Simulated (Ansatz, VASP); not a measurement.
# One calculation of C, two programs

File INCAR:

```
PREC = Accurate
ENCUT = 520
EDIFF = 1E-6
ISMEAR = 0
SIGMA = 0.02
LREAL = False
LASPH = True
NELM = 80
ALGO = Normal
ISIF = 2
LWAVE = False
LCHARG = False
GGA = PE
NBANDS = 11
```

KPOINTS

```
regular mesh
0
Gamma
  12 12 12
```

POSCAR

```
C
1.0
    0.0000000000      1.8332281960      1.8332281960
    1.8332281960      0.0000000000      1.8332281960
    1.8332281960      1.8332281960      0.0000000000
C
2
Direct
    0.5000000000      0.5000000000      0.5000000000
    0.7500000000      0.7500000000      0.7500000000
```

Input for Ansatz:

```yaml
crystal:
  lattice:
    - [0.0, 1.833228196, 1.833228196]
    - [1.833228196, 0.0, 1.833228196]
    - [1.833228196, 1.833228196, 0.0]
  atoms:
    - { symbol: C, position: [0.5, 0.5, 0.5] }
    - { symbol: C, position: [0.75, 0.75, 0.75] }
basis:
  ecutwfc: 420
kpoints:
  mp_grid: { grid: [12, 12, 12] }
hamiltonian:
  xc: pbe
scf:
  occupations: { method: gaussian, width: 0.02 }
output:
  forces: true
  stress: true
  eigenvalues: true
```

Alike in both runs: task single point; functional PBE; k mesh 12 × 12 × 12; occupations gaussian, width 0.02 eV; no spin polarisation.

|  | VASP | Ansatz |
| --- | --- | --- |
| version | VASP 6.6.1 | Ansatz 0.2.0 |
| potentials or method | VASP PAW PBE potentials, release 64 (C) | scalar-relativistic, plane waves, PAW |
| plane-wave cutoff (eV) | 520 | 420 |
| valence electrons in the cell | 8 | 8 |

|  | VASP | Ansatz | Ansatz less VASP |
| --- | --- | --- | --- |
| gap on the k mesh at the Fermi level (eV) | 3.97 | 3.98 | +0.011 |
| least direct gap on the mesh (eV) | 5.36 | 5.37 | +0.008 |
| pressure (GPa) | -29.0 | -29.4 | -0.37 |

Caveats: so large a pressure means that the cell lies far from this level's equilibrium, or that cutoff or potentials fall short (VASP).
